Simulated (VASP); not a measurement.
A run of VASP 6.6.1 is set up as follows.

The input INCAR:

```
SYSTEM = TiO2
PREC = Accurate ; ENCUT = 600
EDIFF = 1E-6 ; ISMEAR = 0
SIGMA = 0.03 ; LREAL = .False.
LASPH = .True. ; NELM = 80
ALGO = Normal ; ISIF = 3
LWAVE = .False. ; LCHARG = .False.
METAGGA = R2SCAN ; LMIXTAU = .True.
IBRION = 2 ; NSW = 90
EDIFFG = -0.01 ; KPAR = 2
```

File KPOINTS:

```
Automatic mesh
0
Gamma
  6 6 10
  0 0 0
```

Contents of POSCAR:

```
TiO2
1.0
    4.5922000000      0.0000000000      0.0000000000
    0.0000000000      4.5922000000      0.0000000000
    0.0000000000      0.0000000000      2.9574000000
Ti O
2 4
Direct
    0.0000000000      0.0000000000      0.0000000000
    0.5000000000      0.5000000000      0.5000000000
    0.3049600000      0.3049600000      0.0000000000
    0.1950400000      0.8049600000      0.5000000000
    0.6950400000      0.6950400000      0.0000000000
    0.8049600000      0.1950400000      0.5000000000
```

Potentials or basis: VASP PAW PBE potentials, release 64 (Ti_sv, O).

Command:

```console
$ cat potpaw_PBE.64/Ti_sv/POTCAR potpaw_PBE.64/O/POTCAR > POTCAR
$ mpirun -np 2 vasp_std > vasp.out
```

(1) What does it give for the relaxed cell?

(2) What does it give for the relaxed volume?

(3) What does it give for the band gap on the k mesh?

(4) Predict the space group after relaxing (to 0.05 Å).

Answers

(1) a = 4.600 Å, b = 4.600 Å, c = 2.961 Å, α = 90.00°, β = 90.00°, γ = 90.00°.

(2) 10.44 Å³/atom.

(3) 2.21 eV, direct.

(4) P4_2/mnm (No. 136).

Caveat: the PAW data sets were made with another functional, which shifts forces and pressure a little.
